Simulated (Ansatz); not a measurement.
Zinc-blende ZnTe was calculated with rVV10 (Ansatz, a quantum-chemistry and plane-wave program, PAW).

Settings: plane-wave cutoff 520 eV, 10×10×10 k mesh, Fermi–Dirac smearing 0.01 eV, scalar-relativistic PAW data made under PBE.

Pressure at four volumes; x = ln(V/29.679 Å³). One pressure is withheld.

```csv
V (Å³/atom),x,P (GPa)
27.898,-0.0619,3.17
29.679,0.0000,0.00
30.866,0.0392,-1.59
31.459,0.0582,?
```

Q: Pass a parabola P(x) through the three rows shown, estimate the bulk modulus and its pressure derivative near zero pressure, and predict the withheld pressure.

A: Slopes between the rows: (0.00 − (3.17))/(0.0000 − (-0.0619)) = -51.21 and (-1.59 − (0.00))/(0.0392 − (0.0000)) = -40.56 GPa. Their difference over the span 0.1011 is c = 10.65/0.1011 = 105.3 GPa, so P(x) = 3.17 + (-51.21)(x − (-0.0619)) + 105.3 (x − (-0.0619))(x − (0.0000)). At the middle row B = −dP/dx = −[-51.21 + 105.3 × 0.0619] = 44.7 GPa, and B′ = dB/dP = 2c/B = 4.7. At x = 0.0582 the parabola gives -2.24 GPa; the run gives -2.26 GPa. The Birch–Murnaghan fit to the energies at all volumes has B0 = 44.4 GPa and B′ = 4.7.

Measured, for comparison: bulk modulus 51 ± 3 GPa (room temperature, not corrected to a static lattice; as tabulated in Determination of phase transition pressures of ZnTe under quasihydrostatic …). Computed (rounded) less measured: bulk modulus -13 %.

Spin–orbit coupling is not included.
